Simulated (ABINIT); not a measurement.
# Sb (P-1) in ABINIT: convergence with k mesh

Aim: find how far k mesh must go before the results for Sb settle, at PBE. This setting moves, with any that are tied to it; all else stays.

Everything below comes from runs of ABINIT 10.8.3 (patched build). Logs are shortened: lines on timing, memory, paths and dates and some standing lists are left out, and cuts for length are marked. The log counts tension as positive stress, the text compression.

**1. The cell of the first run**

The typed cell holds 1 atom: a = 3.184 Å, b = 3.138 Å, c = 3.164 Å, α = 92.05°, β = 92.86°, γ = 90.31°.

This isn't the form of Sb at room conditions, which is rhombohedral.

The cell isn't the ideal one: cell strained at random at fixed volume.

**2. With k mesh 2 × 2 × 2**

run.abi reads:

```
# Pseudopotentials
pp_dirpath "./"
pseudos "Sb.GGA_PBE-JTH_sp.xml"

# Structure
acell 3.1840659962 3.1377307053 3.1644181577 Angstrom
rprim
     0.9996859373    -0.0028758826    -0.0248948986
    -0.0029183511     0.9998334129    -0.0180174799
    -0.0250494707    -0.0178655276     0.9995265614
ntypat 1
znucl 51
natom 1
typat 1
xred
     0.0035030000     0.0030650000    -0.0217410000
chkprim 0
chksymtnons 0
tolsym 1.0e-6

# Plane-wave basis
ecut 15.0
pawecutdg 30.0
pawxcdev 0

# k points
kptopt 1
ngkpt 2 2 2
nshiftk 1
shiftk 0.0 0.0 0.0

# Exchange and correlation
ixc 11

# Bands and occupations
nband 7
occopt 4
tsmear 0.00367493

# SCF cycle
nstep 100
tolvrs 1.0e-9

# Output
iomode 3
prtwf 0
prtden 0
prteig 0
prtebands 0
enunit 2
```

Potentials or basis: JTH PAW PBE v2.0 sp.

Command:

```
$ abinit run.abi > log 2>&1
```

Run time: 1.8 s. Hardware: 1 thread of Arm Neoverse V1, shared host; peak memory 0.07 GiB.

Results (log left out):

* Free energy: -155.9652 eV
* Pressure: -6.0 GPa
* Band gap on the k mesh: none (metal or under the smearing width)
* Valence electrons inside the program's atomic spheres: Sb 2.26 (radii [1.2207] Å)

**3. With k mesh 4 × 4 × 4**

Edit run.abi of step 2 so:

```diff
@@ -27,3 +27,3 @@
 kptopt 1
-ngkpt 2 2 2
+ngkpt 4 4 4
 nshiftk 1
```

Potentials or basis: JTH PAW PBE v2.0 sp.

Command:

```
$ abinit run.abi > log 2>&1
```

Wall time 3.9 s (1 thread of Arm Neoverse V1, shared host); peak memory 0.08 GiB.

It converged, with:

- Free energy: -153.6351 eV
- Pressure: -2.7 GPa
- Band gap on the k mesh: none (metal or under the smearing width)
- Valence electrons inside the program's atomic spheres: Sb 2.21 (radii [1.2207] Å)

**4. With k mesh 5 × 5 × 5**

Edit run.abi of step 3 so:

```diff
@@ -27,3 +27,3 @@
 kptopt 1
-ngkpt 4 4 4
+ngkpt 5 5 5
 nshiftk 1
```

Command:

```
$ abinit run.abi > log 2>&1
```

Wall time 5.6 s (1 thread of Arm Neoverse V1, shared host); peak memory 0.08 GiB.

Results (log left out):

```yaml
Free_energy: -153.9252 eV
Pressure: -2.4 GPa
Band_gap_on_the_k_mesh: none (metal or under the smearing width)
Valence_electrons_inside_the_program's_atomic_spheres: Sb 2.22 (radii [1.2207] Å)
```

**5. With k mesh 6 × 6 × 6**

Edit run.abi of step 4 so:

```diff
@@ -27,3 +27,3 @@
 kptopt 1
-ngkpt 5 5 5
+ngkpt 6 6 6
 nshiftk 1
```

Command:

```
$ abinit run.abi > log 2>&1
```

Wall time 8.7 s (1 thread of Arm Neoverse V1, shared host); peak memory 0.09 GiB.

The run converged. Its results:

* Free energy: -154.0561 eV
* Pressure: -1.5 GPa
* Band gap on the k mesh: none (metal or under the smearing width)
* Valence electrons inside the program's atomic spheres: Sb 2.23 (radii [1.2207] Å)

**6. With k mesh 7 × 7 × 7**

Edit run.abi of step 5 so:

```diff
@@ -27,3 +27,3 @@
 kptopt 1
-ngkpt 6 6 6
+ngkpt 7 7 7
 nshiftk 1
```

Potentials or basis: JTH PAW PBE v2.0 sp.

Command:

```
$ abinit run.abi > log 2>&1
```

Run time: 13 s. Hardware: 1 thread of Arm Neoverse V1, shared host; peak memory 0.1 GiB.

Results (log left out):

| Item | Value |
| --- | --- |
| Free energy | -154.0526 eV |
| Pressure | -2.5 GPa |
| Band gap on the k mesh | none (metal or under the smearing width) |
| Valence electrons inside the program's atomic spheres | Sb 2.22 (radii [1.2207] Å) |

**7. With k mesh 8 × 8 × 8**

Edit run.abi of step 6 so:

```diff
@@ -27,3 +27,3 @@
 kptopt 1
-ngkpt 7 7 7
+ngkpt 8 8 8
 nshiftk 1
```

Command:

```
$ abinit run.abi > log 2>&1
```

It took 19 s on 1 thread of Arm Neoverse V1, shared host; peak memory 0.11 GiB.

Results (log left out):

```
Free energy                                           : -154.0125 eV
Pressure                                              : -2.3 GPa
Band gap on the k mesh                                : none (metal or under the smearing width)
Valence electrons inside the program's atomic spheres : Sb 2.22 (radii [1.2207] Å)
```

**8. With k mesh 10 × 10 × 10**

Edit run.abi of step 7 so:

```diff
@@ -27,3 +27,3 @@
 kptopt 1
-ngkpt 8 8 8
+ngkpt 10 10 10
 nshiftk 1
```

Command:

```
$ abinit run.abi > log 2>&1
```

Run time: 35 s. Hardware: 1 thread of Arm Neoverse V1, shared host; peak memory 0.14 GiB.

Results (log left out):

```
Free energy                                           : -154.0302 eV
Pressure                                              : -2.7 GPa
Band gap on the k mesh                                : none (metal or under the smearing width)
Valence electrons inside the program's atomic spheres : Sb 2.22 (radii [1.2207] Å)
```

**9. With k mesh 12 × 12 × 12**

Edit run.abi of step 8 so:

```diff
@@ -27,3 +27,3 @@
 kptopt 1
-ngkpt 10 10 10
+ngkpt 12 12 12
 nshiftk 1
```

Potentials or basis: JTH PAW PBE v2.0 sp.

Command:

```
$ abinit run.abi > log 2>&1
```

run.abo:

```text
.Version 10.8.3 of ABINIT
 Symmetries : space group P-1 (#  2); Bravais aP (primitive triclinic)
================================================================================
 Values of the parameters that define the memory need of the present run
     intxc =       0    ionmov =       0      iscf =      17    lmnmax =       8
     lnmax =       4     mgfft =      24  mpssoang =       2    mqgrid =    3001
     natom =       1  nloc_mem =       2    nspden =       1   nspinor =       1
    nsppol =       1      nsym =       2    n1xccc =       1    ntypat =       1
    occopt =       4   xclevel =       2
       mpw =         603          nfft =       13824          nkpt =         868
 PAW method is used; the additional fine FFT grid is defined by:
   mgfftf=        30    nfftf =     27000
================================================================================
================================================================================

--------------------------------------------------------------------------------
------------- Echo of variables that govern the present computation ------------
--------------------------------------------------------------------------------
 -outvars: echo values of preprocessed input variables --------
            acell      6.0170126996E+00  5.9294516899E+00  5.9798836659E+00 Bohr
              amu      1.21753000E+02
          chkprim           0
      chksymtnons           0
             ecut      1.50000000E+01 Hartree
           enunit           2
                       outvar_i_n : Printing only first  50 k-points.
              ixc          11
                       outvar_i_n : Printing only first  50 k-points.
         kptrlatt       12    0    0      0   12    0      0    0   12
          kptrlen      7.11534203E+01
            natom           1
            nband           7
            ngfft          24      24      24
          ngfftdg          30      30      30
             nkpt         868
            nstep         100
             nsym           2
           ntypat           1
                       prtocc : prtvol=0, do not print more k-points.
           occopt           4
        pawecutdg      3.00000000E+01 Hartree
         pawxcdev           0
           prtden           0
        prtebands           0
           prteig           0
            prtwf           0
            rprim      9.9968593730E-01 -2.8758826000E-03 -2.4894898600E-02
                      -2.9183511000E-03  9.9983341290E-01 -1.8017479900E-02
                      -2.5049470700E-02 -1.7865527600E-02  9.9952656140E-01
          spgroup           2
           tolsym      1.00000000E-06
           tolvrs      1.00000000E-09
           tsmear      3.67493000E-03 Hartree
            typat      1
           useylm           1
                       outvars : Printing only first  50 k-points.
           xangst      1.2845557838E-02  1.0812571241E-02 -6.9215992731E-02
            xcart      2.4274586249E-02  2.0432798363E-02 -1.3079926979E-01
             xred      3.5030000000E-03  3.0650000000E-03 -2.1741000000E-02
            znucl       51.00000

================================================================================

 chkinp: Checking input parameters for consistency.

[... 108 lines left out ...]

 Mean square residual over all n,k,spin=   97.623E-07; max=  32.314E-04
 reduced coordinates (array xred) for    1 atoms
       0.003503000000      0.003065000000     -0.021741000000
 rms dE/dt=  0.0000E+00; max dE/dt=  0.0000E+00; dE/dt below (all hartree)
    1       0.000000000000      0.000000000000      0.000000000000

 cartesian coordinates (angstrom) at end:
    1      0.01284555783821     0.01081257124110    -0.06921599273107

 cartesian forces (hartree/bohr) at end:
    1     -0.00000000000000    -0.00000000000000    -0.00000000000000
 frms,max,avg= 0.0000000E+00 0.0000000E+00   0.000E+00  0.000E+00  0.000E+00 h/b

 cartesian forces (eV/Angstrom) at end:
    1     -0.00000000000000    -0.00000000000000    -0.00000000000000
 frms,max,avg= 0.0000000E+00 0.0000000E+00   0.000E+00  0.000E+00  0.000E+00 e/A
 length scales=  6.017012699634  5.929451689868  5.979883665903 bohr
              =  3.184065996200  3.137730705300  3.164418157700 angstroms
 Fermi (or HOMO) energy (hartree) =  -0.65061   Average Vxc (hartree)=  -0.34695
 Eigenvalues (hartree) for nkpt= 868  k points:
 kpt#   1, nband=  7, wtk=  0.00058, kpt=  0.0000  0.0000  0.0000 (reduced coord)
  -1.09351   -0.54348   -0.53320   -0.52550   -0.38275   -0.37627   -0.35878
      occupation numbers for kpt#   1
   2.00000    0.00000    0.00000    0.00000    0.00000    0.00000    0.00000
 prteigrs : prtvol=0 or 1, do not print more k-points.

 Fermi (or HOMO) energy (eV) = -17.70414   Average Vxc (eV)=  -9.44101
 Eigenvalues (   eV  ) for nkpt= 868  k points:
 kpt#   1, nband=  7, wtk=  0.00058, kpt=  0.0000  0.0000  0.0000 (reduced coord)
 -29.75598  -14.78888  -14.50900  -14.29955  -10.41505  -10.23893   -9.76301
 prteigrs : prtvol=0 or 1, do not print more k-points.

--- !EnergyTerms
iteration_state     : {dtset: 1, }
comment             : Components of total free energy in Hartree
kinetic             :  1.62275688715263E+00
hartree             :  2.03690589554746E-01
xc                  : -4.02589446370087E+00
Ewald energy        : -5.94022132147835E+00
psp_core            :  4.37446446177955E+00
local_psp           :  3.63337117001822E-01
PAW spherical_terms : -2.25826592121304E+00
internal            : -5.66013265090351E+00
'-kT*entropy'       : -1.28767330390907E-05
total_energy        : -5.66014552763655E+00
total_energy_eV     : -1.54020406160980E+02
...

--- !EnergyTermsDC
iteration_state     : {dtset: 1, }
comment             : '"Double-counting" decomposition of free energy'
band_energy         : -4.18812069884628E+00
Ewald energy        : -5.94022132147835E+00
psp_core            :  4.37446446177955E+00
xc_dc               : -1.94140154046820E+00
PAW spherical_terms :  2.03550180148680E+00
internal            : -5.65977729752647E+00
'-kT*entropy'       : -1.28767330390907E-05
total_energy_dc     : -5.65979017425951E+00
total_energy_dc_eV  : -1.54010736502984E+02
...

--- !EnergyTermsWithPAWCore
iteration_state     : {dtset: 1, }
comment             : 'Components of total free energy, including PAW core contributions'
Total energy        : -6.48159986869404E+03
Total energy DC     : -6.48159951334067E+03
Total energy (eV)   : -1.76373317518933E+05
Total energy DC (eV): -1.76373307849275E+05
...

 Cartesian components of stress tensor (hartree/bohr^3)
  sigma(1 1)=  8.81096100E-05  sigma(3 2)= -1.11994412E-05
  sigma(2 2)=  5.12078003E-05  sigma(3 1)= -2.09529047E-05
  sigma(3 3)=  8.68330039E-05  sigma(2 1)= -2.84412193E-06

-Cartesian components of stress tensor (GPa)         [Pressure= -2.2179E+00 GPa]
- sigma(1 1)=  2.59227422E+00  sigma(3 2)= -3.29498937E-01
- sigma(2 2)=  1.50658550E+00  sigma(3 1)= -6.16455740E-01
- sigma(3 3)=  2.55471518E+00  sigma(2 1)= -8.36769561E-02

== END DATASET(S) ==============================================================
================================================================================

 -outvars: echo values of variables after computation  --------
            acell      6.0170126996E+00  5.9294516899E+00  5.9798836659E+00 Bohr
           etotal     -5.6597901743E+00
            fcart     -0.0000000000E+00 -0.0000000000E+00 -0.0000000000E+00
            rprim      9.9968593730E-01 -2.8758826000E-03 -2.4894898600E-02
                      -2.9183511000E-03  9.9983341290E-01 -1.8017479900E-02
                      -2.5049470700E-02 -1.7865527600E-02  9.9952656140E-01
           strten      8.8109609961E-05  5.1207800265E-05  8.6833003913E-05
                      -1.1199441238E-05 -2.0952904726E-05 -2.8441219303E-06
           xangst      1.2845557838E-02  1.0812571241E-02 -6.9215992731E-02
             xred      3.5030000000E-03  3.0650000000E-03 -2.1741000000E-02
 Calculation completed.
```

It took 59 s on 1 thread of Arm Neoverse V1, shared host; peak memory 0.19 GiB.

What came out:

- Free energy: -154.0107 eV
- Pressure: -2.2 GPa
- Band gap on the k mesh: none (metal or under the smearing width)
- Valence electrons inside the program's atomic spheres: Sb 2.22 (radii [1.2207] Å)

**10. Summary**

| k mesh | energy less the tightest run (meV/atom) | pressure (GPa) | SCF cycles | CPU time (s) | peak memory (GiB) |
| --- | --- | --- | --- | --- | --- |
| 2 × 2 × 2 | -1954.43 | -6.00 | 8 | 1.8 | 0.07 |
| 4 × 4 × 4 | 375.63 | -2.75 | 8 | 3.9 | 0.08 |
| 5 × 5 × 5 | 85.51 | -2.44 | 7 | 5.6 | 0.08 |
| 6 × 6 × 6 | -45.31 | -1.47 | 7 | 8.7 | 0.09 |
| 7 × 7 × 7 | -41.90 | -2.51 | 7 | 13 | 0.1 |
| 8 × 8 × 8 | -1.74 | -2.30 | 7 | 19 | 0.11 |
| 10 × 10 × 10 | -19.47 | -2.65 | 7 | 35 | 0.14 |
| 12 × 12 × 12 | 0.00 | -2.22 | 7 | 59 | 0.19 |

Not settled before the last step: the energy (to 1 meV/atom), the pressure (to 0.1 GPa). Meshes of other sizes hit other points, so gaps and Fermi surfaces needn't settle smoothly. The tightest run that finished is the yardstick and may itself not be fully converged.

Caveats: this set keeps more shells in the core, which shifts pressures and gaps.
